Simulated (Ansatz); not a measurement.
# Boron, simple cubic: HSE06 at the PBE geometry

Aim: see what exact exchange does to the levels, and what it costs. Spin polarisation is left out. The cell comes from an earlier PBE relaxation. Exact exchange is dear, so the k-mesh is coarse, and PBE is run on the same mesh for comparison.

Method: DFT, plane waves (420 eV) with PBE-made PAW files, scalar-relativistic; functionals as named at each step, in Ansatz 0.2.0.

## Step 1: The structure to begin with

Symmetry: Pm-3m, No. 221, cubic system. Conventional cell: a = 1.884 Å, b = 1.884 Å, c = 1.884 Å, α = 90.00°, β = 90.00°, γ = 90.00°. B (site symmetry m-3m) has 6 B at 1.88 Å as nearest neighbours.

Structure file:

```
CELL_PARAMETERS angstrom
1.88395 0.00000 0.00000
0.00000 1.88395 0.00000
0.00000 0.00000 1.88395
ATOMIC_POSITIONS crystal
B 0.00000 0.00000 0.00000
```

## Step 2: PBE on the coarse mesh

The run with PBE.

Contents of input.yaml:

```yaml
crystal:
  lattice:
    - [1.8839499198, 0.0, 0.0]
    - [0.0, 1.8839499198, 0.0]
    - [0.0, 0.0, 1.8839499198]
  atoms:
    - { symbol: B, position: [0.0, 0.0, 0.0] }
hamiltonian:
  xc: pbe
  pseudopotentials:
    kind: paw
    azcp:
      B: "pseudopotentials/B.paw.azcp"
basis:
  ecutwfc: 420
  fft_grid_basis: typed
kpoints:
  mp_grid: { grid: [8, 8, 8], shift: [0, 0, 0] }
magnetization:
  spin_polarized: false
scf:
  occupations: { method: fermi_dirac, width: 0.1 }
```

Run with:

```bash
> ansatz run input.yaml --threads 4 --pin off --max-ram 8192MiB --backend cpu --events-out ev --progress --plain --runs-dir out
```

Standard output (excerpt; [...] marks lines left out):

```text
Warning: RAYON_NUM_THREADS=4 ignored (pool sized by the plan → 4); use --threads N
[...]
Pseudopotentials: kind: paw
Pseudopotential: B, paw, valence charge 3, recommended cutoff 420 eV (normal), <dir>
Functional definition: PBE
[...]
Crystal: 1 atoms, lattice volume = 6.687 Å³
Basis set: ecut = 420 eV, 123 PW (Γ)
Bands: 6, of which v1, the nominal top of the filled ones, is band 2 counted from 1 (1 counted from 0)
Symmetry: 48 space group operations
Space group: Pm-3m (ITA 221), of the structure as read, at distance tolerance 1.9e-5 Å
k-points: 35 of 512
[...]
SCF iter   1: F=—  HF=-154.813547 eV  |F-HF|=—  |Δ(HF+E_count)|=         —  Δρ=2.87e-3  dr2=1.63e-4  ethr=1.77e-3  ⟨swp⟩=4.4  Hψ=1564  notcnv=0
[...]
SCF iter   6: F=-154.813679 eV  HF=-154.813679 eV  |F-HF|=9.01e-11  |Δ(HF+E_count)|=  3.99e-10  Δρ=2.68e-6  dr2=3.63e-10  ethr=8.16e-11  ⟨swp⟩=1.0  Hψ=534  notcnv=0
[...]
SCF converged after 6 iterations
Free energy (F): -154.813679 eV
[...]
E sigma→0 (E₀):  -154.807057 eV
Entropy (-TS):   -0.013245 eV (-13.245 meV/atom)
Fermi energy:    10.165372 eV
[...]
```

Run time: 0.17 s. Hardware: 4 threads of Arm Neoverse V1, shared host; peak memory 0.22 GiB.

## Step 3: HSE06 on the coarse mesh

The run with HSE06.

input.yaml: that of step 2 with these lines changed.

```diff
@@ -8,3 +8,3 @@
 hamiltonian:
-  xc: pbe
+  xc: hse06
   pseudopotentials:
@@ -22 +22,6 @@
   occupations: { method: fermi_dirac, width: 0.1 }
+output:
+  write_density: true
+  write_potential: true
+  elf: true
+  volumetric_format: npy
```

Run with:

```bash
> ansatz run input.yaml --threads 4 --pin off --max-ram 8192MiB --backend cpu --events-out ev --progress --plain --runs-dir out
```

Standard output (excerpt; [...] marks lines left out):

```text
Warning: RAYON_NUM_THREADS=4 ignored (pool sized by the plan → 4); use --threads N
[...]
[... 2 set-up lines as earlier in the session ...]
Functional definition: HSE06
[...]
Crystal: 1 atoms, lattice volume = 6.687 Å³
Basis set: ecut = 420 eV, 123 PW (Γ)
Bands: 6, of which v1, the nominal top of the filled ones, is band 2 counted from 1 (1 counted from 0)
[... 2 set-up lines as earlier in the session ...]
k-points: 35 of 512
[...]
SCF iter   1: F=—  HF=-154.812664 eV  |F-HF|=—  |Δ(HF+E_count)|=         —  Δρ=2.97e-3  dr2=1.90e-4  ethr=1.77e-3  ⟨swp⟩=5.8  Hψ=926  notcnv=0
[...]
Frozen-core exchange: fock
[...]
hybrid outer 1: dexx = +4.970e-4 eV, tail = 5.82e-7 eV
[...]
Frozen-core exchange: fock
[...]
SCF iter   2: F=-154.747712 eV  HF=-154.747712 eV  |F-HF|=2.29e-10  |Δ(HF+E_count)|=  7.49e-10  Δρ=5.90e-6  dr2=1.25e-9  ethr=1.86e-10  ⟨swp⟩=2.4  Hψ=283  notcnv=0
[...]
hybrid outer 2: dexx = +7.357e-9 eV, tail = 4.74e-9 eV, Δε = 9.26e-4 eV (about 7.59e-5 eV left of the loop's levels)
hybrid SCF converged: 2 outer / 6 inner (+4 warm-up), last move |dexx| = 7.36e-9 eV, tail = 4.74e-9 eV
Stability not checked: this state was not tested for a lower state beside it, because the functional holds exact exchange (a hybrid, or Hartree-Fock), whose exchange loop this test does not read (fock_operator; see scf.lower_state_search)
Free energy (F): -154.747712 eV
Frozen-core exchange: fock
[...]
E sigma→0 (E₀):  -154.742524 eV
Entropy (-TS):   -0.010377 eV (-10.377 meV/atom)
Fermi energy:    10.037756 eV
[...]
--- Band table (eV; the first three rows and the last of 35) ---
  k-point 0: bands = ["-7.5061", "25.5319", "25.5319", "25.5319"]
[...]
  guard bands above this table: 2 of the run's 6 bands. The solve was not asked for them (output.publish_guard_bands: true or output.eigenvalues: true publishes all)
```

It took 1.2 s on 4 threads of Arm Neoverse V1, shared host; peak memory 0.41 GiB.

Density in a lattice plane of the grid's cell (edges 1.88 and 1.88 Å, at 0.000 of the third edge), which holds B.

Ten even steps from '0' (0.23 e/Å³) to '9' (0.70 e/Å³):
```
124578999887778899987542
345679998877777889997654
567789888776667788898776
888999877665556677899988
999988766554445566788999
999987655443334455678999
998876654333333345667889
888766543322222334566788
887765443222222234456778
877665433222122233456677
887765443222222234456778
888766543322222334566788
998876654333333345667889
999987655443334455678999
999988766554445566788999
888999877665556677899988
567789888776667788898776
345679998877777889997654
124578999887778899987542
012468999988888999986421
```
Columns run along the first of these edges and rows up along the second, over one cell in 24 and 20 even steps from the bottom left corner. Atoms in the plane (fractional): B at (0.00, 0.00).

ELF in the same plane.

Ten even steps from '0' (0.01) to '9' (0.81):
```
000023578999999987532000
000123578899999887532100
111234678889998887643211
223345677888888877654332
455566777777777777766555
777777777766666777777777
888888776666566667788888
999988776555555567788999
999988766554445566788999
999988766544444566788999
999988766554445566788999
999988776555555567788999
888888776666566667788888
777777777766666777777777
455566777777777777766555
223345677888888877654332
111234678889998887643211
000123578899999887532100
000023578999999987532000
000012478999999987421000
```
Columns run along the first of these edges and rows up along the second, over one cell in 24 and 20 even steps from the bottom left corner. Atoms in the plane (fractional): B at (0.00, 0.00).

Both are smooth fields of the valence electrons: close to the nuclei they are not physical.

The highest ELF values outside the cores: 0.81 on the B–B line, 0.9 Å from B.

## Step 4: Side by side

| functional | gap on the mesh | Fermi energy (eV) | SCF cycles | exchange loops | CPU time |
| --- | --- | --- | --- | --- | --- |
| PBE | none (levels filled in part) | 10.165 | 6 | - | 0.33 s |
| HSE06 | none (levels filled in part) | 10.038 | 10 | 2 | 2.9 s |

## Step 5: What came out

```
                                   quantity                         value
                                   PBE: gap  none (levels filled in part)
                                 HSE06: gap  none (levels filled in part)
          HSE06: SCF cycles, exchange loops                         10, 2
           HSE06: CPU time over that of PBE                           8.8
HSE06: relative to alpha-rhombohedral (B12)                +1269 meV/atom
```

Both PBE and HSE06 leave levels filled in part. HSE06 cost 8.8 times the CPU time of PBE. The exchange operator of HSE06 was renewed in 2 outer loops. To compare with dense-mesh energies, the change of PBE from this mesh and smearing to its dense run (-12.2 meV/atom, from a run not shown) is added. Under HSE06 it lies 1269 meV/atom above alpha-rhombohedral (B12) (computed apart in the same way); on such meshes a few tens of meV are uncertain for metals. Absolute energies differ from functional to functional, by eV per atom at times, and say nothing by themselves.
